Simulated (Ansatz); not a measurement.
**Run record: phonons of Mg$_{2}$Si (Fm-3m)**

Method: PBEsol, all-electron LAPW in Ansatz 0.2.0, scalar-relativistic.

Cell and atoms were relaxed beforehand by PAW with this functional.

Launched as:

```sh
ansatz run input.yaml --threads 2 --pin off --max-ram 6144MiB --backend cpu --events-out ev --progress --plain --runs-dir out
```

Input file:

```yaml
crystal:
  lattice:
    - [0.0, 3.16313751444, 3.16313751444]
    - [3.16313751444, 0.0, 3.16313751444]
    - [3.16313751444, 3.16313751444, 0.0]
  atoms:
    - { symbol: Mg, position: [0.25, 0.25, 0.25] }
    - { symbol: Mg, position: [0.75, 0.75, 0.75] }
    - { symbol: Si, position: [0.0, 0.0, 0.0] }
kpoints:
  mp_grid: { grid: [10, 10, 10] }
scf:
  occupations: { method: fermi_dirac, width: 0.1 }
hamiltonian:
  xc: pbesol
  pseudopotentials: { kind: all_electron, lapw: { basis_error: 0.0005 } }
phonons:
  qmesh: [2, 2, 2]
  qpath:
    path:
      - [0.0, 0.0, 0.0]
      - [0.5, 0.0, 0.5]
      - [0.625, 0.25, 0.625]
      - [0.375, 0.375, 0.75]
      - [0.0, 0.0, 0.0]
      - [0.5, 0.5, 0.5]
      - [0.5, 0.25, 0.75]
      - [0.5, 0.0, 0.5]
    npoints: 6
  temperatures: { t_min: 0, t_max: 1000, t_step: 100 }
```

Output (shortened where marked):

```
Warning: RAYON_NUM_THREADS=2 ignored (pool sized by the plan → 2); use --threads N
LAPW: plane waves up to 6.924 Å⁻¹, error target 5.0e-4 eV per atom; small_component_spin mean_spin; Mg in spheres of 1.367 Å, 10 of its electrons in bands, Dirac shells []; Si in spheres of 1.290 Å, 12 of its electrons in bands, ...
Engine: ansatz 0.2.0, x86_64-unknown-linux-gnu
Pseudopotentials: kind: all_electron
Pseudopotential: Mg, LAPW, valence charge 10, lapw/all_electron/scalar/gaussian/Mg, Koelling and Harmon's equation, gaussian nucleus
Pseudopotential: Si, LAPW, valence charge 12, lapw/all_electron/scalar/gaussian/Si, Koelling and Harmon's equation, gaussian nucleus
Functional definition: PBEsol
  exchange = pbesol_x
  correlation = pbesol_c
Crystal: 6 atoms, lattice volume = 126.594 Å³
Basis set: ecut = 182.63494385041656 eV, 681 PW (Γ), FFT grids on a1, a2, −a1+a2+a3, exchange–correlation at level 2
Bands: 40, of which v1, the nominal top of the filled ones, is band 32 counted from 1 (31 counted from 0)
Symmetry: 32 space group operations
k-points: 63 of 500
Non-local potential: Mg, projectors of the file, none
Non-local potential: Si, projectors of the file, none
[... 134 lines left out ...]
  largest component of a force at the reference: 6.9e-18 eV/Å
  ASR residual per site (eV/Å²): 5.12e-4 5.12e-4 1.39e-3
  Γ frequencies (cm⁻¹): 0.00 0.00 0.00 257.50 257.50 257.50 280.38 280.38 280.38
--- Phonons (by wavevector): 3 wavevectors in 2 supercells ---
  supercell 1 (2 cells, vectors [1, 0, 0], [0, 1, -1], [0, 0, 2] in multiples of the cell's): 3 displaced members by 0.01 Å; free energy -37515.458942 eV; taken off its force constants: by the sum rule 1.4e-3, by the ...
  symmetry images taken by strict's conditions (phonons.symmetry_images: auto; settled by no image being taken that strict refuses)
  supercell 2 (2 cells, vectors [1, 0, 0], [0, 1, 0], [0, 0, 2] in multiples of the cell's): 3 displaced members by 0.01 Å; free energy -37515.458942 eV; taken off its force constants: by the sum rule 3.0e-4, by the ...
  symmetry images taken by strict's conditions (phonons.symmetry_images: auto; settled by no image being taken that strict refuses)
  q = [0.0000, 0.0000, 0.0000] (star 1, supercell 1; hermiticity 6.87e-17, symmetrization 3.50e-5): -0.00 -0.00 0.00 257.50 257.50 257.50 280.38 280.38 280.38
  q = [0.0000, 0.0000, -0.5000] (star 4, supercell 2; hermiticity 8.15e-17, symmetrization 6.20e-16): 116.36 116.36 203.55 223.67 223.67 279.27 286.50 286.50 288.50
  q = [0.0000, -0.5000, -0.5000] (star 3, supercell 1; hermiticity 6.87e-17, symmetrization 2.75e-16): 154.94 160.15 160.15 170.67 170.67 274.44 301.56 301.56 328.02
  joined force constants: q→R imaginary residual 2.95e-17
  density of states and harmonic sums: on the 18×18×18 q-mesh, interpolated from the force constants of a 2×2×2 supercell (no non-analytic term)
  largest difference from the sums on the solved wave vectors: F 6.34e-2 eV, S 9.56e-5 and C_V 3.23e-5 eV/K
```

The calculation finished and met its thresholds.

Phonons on the q mesh:

Harmonic phonons of a crystal by Kohn-Sham DFT at the given cell, standard atomic masses, acoustic sum rule imposed; negative wavenumbers are unstable modes; one row a degenerate set, branches counted upwards.

| Quantity | Value |
| --- | --- |
| Unstable phonons | no |

```csv
point,q a (r.l.u.),q b (r.l.u.),q c (r.l.u.),branch,phonon wavenumber (cm⁻¹),degeneracy
Gamma,0,0,0,4,257.5,3
Gamma,0,0,0,7,280.4,3
L,0.5,0,0,1,116.4,2
L,0.5,0,0,3,203.6,1
L,0.5,0,0,4,223.7,2
L,0.5,0,0,6,279.3,1
L,0.5,0,0,7,286.5,2
L,0.5,0,0,9,288.5,1
X,0.5,0.5,0,1,154.9,1
X,0.5,0.5,0,2,160.2,2
X,0.5,0.5,0,4,170.7,2
X,0.5,0.5,0,6,274.4,1
X,0.5,0.5,0,7,301.6,2
X,0.5,0.5,0,9,328,1
```

Harmonic thermodynamics:

Sums over wave vectors interpolated from the q mesh.

| Property | Result |
| --- | --- |
| Zero point energy | 41.44 meV/atom |

```
temperature (K)  phonon heat capacity (k_B/atom)  phonon entropy (k_B/atom)  phonon free energy (meV/atom)
            100                             1.41                     0.7188                           39.6
            200                            2.407                      2.073                           27.4
            300                            2.711                      3.118                           4.81
            400                            2.832                      3.916                         -25.63
            500                            2.891                      4.555                         -62.23
            600                            2.923                      5.085                         -103.8
            700                            2.943                      5.538                         -149.7
            800                            2.956                      5.932                         -199.1
            900                            2.965                       6.28                         -251.8
           1000                            2.972                      6.593                         -307.2
```

### Zone-centre phonons

Optical zone-centre levels upwards with Mulliken labels, activity, and the element with most of the kinetic energy.

```json
{
  "Point group": "m-3m"
}
```

| number | phonon wavenumber (cm⁻¹) | label | infrared | raman | lead element |
| --- | --- | --- | --- | --- | --- |
| 1 | 257.5 | T2g | no | yes | Mg |
| 2 | 280.4 | T1u | yes | no | Si |

Known limits: the gap is closed or tiny at this level, so small that the run used smearing; responses move with mesh and smearing; no LO-TO term in the interpolation; coarse q mesh; activity by symmetry alone, a metal screens infrared modes.

Time and hardware: 5.1 min on 2 threads of Intel(R) Xeon(R) Platinum 8488C (Sapphire Rapids), on a shared host, peak memory 0.98 GiB.
